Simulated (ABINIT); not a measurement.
Write the native input for ABINIT 10.8.3 (patched build) that does the following.

```yaml
Task: single point
Functional: LDA
Potentials_or_basis: JTH PAW LDA v2.0
Cutoff: 544 eV
k_mesh: 13 × 13 × 10
Occupations: fermi-dirac, width 0.05 eV
Spin: no spin polarisation
Fine-grid_cutoff: 1088.46 eV
```

The system is MoP.

```
Mo P
1.0
     3.22300    0.00000    0.00000
    -1.61150    2.79120    0.00000
     0.00000    0.00000    3.19100
Mo P
1 1
Direct
  0.00000 0.00000 0.00000
  0.33333 0.66667 0.50000
```

These files were run (other wordings do the same):

run.abi

```
pp_dirpath "./"
pseudos "Mo.LDA_PW-JTH.xml, P.LDA_PW-JTH.xml"

acell 3*1.0 Angstrom
rprim
     3.2230000000     0.0000000000     0.0000000000
    -1.6115000000     2.7911998764     0.0000000000
     0.0000000000     0.0000000000     3.1910000000
ntypat 2
znucl 42 15
natom 2
typat 1 2
xcart
     0.0000000000     0.0000000000     0.0000000000
    -0.0000000002     1.8607999177     1.5955000000 Angstrom

ecut 20.0
pawecutdg 40.0

kptopt 1
ngkpt 13 13 10
nshiftk 1
shiftk 0.0 0.0 0.0

ixc 7

nband 14
occopt 3
tsmear 0.00183747

nstep 100
tolvrs 1.0e-9

iomode 3
prtwf 0
prtden 0
prteig 0
prtebands 0
enunit 1
```

Potentials or basis: JTH PAW LDA v2.0.

Run with:

```console
$ abinit run.abi > log 2>&1
```

Results of the run:

```
Pressure                                              : -7.1 GPa
Band gap on the k mesh                                : none (metal or under the smearing width)
Valence electrons inside the program's atomic spheres : Mo 11.35; P 1.61
```

Run time: 34 s on 1 thread of Arm Neoverse V2, on a shared host, peak memory 0.12 GiB.
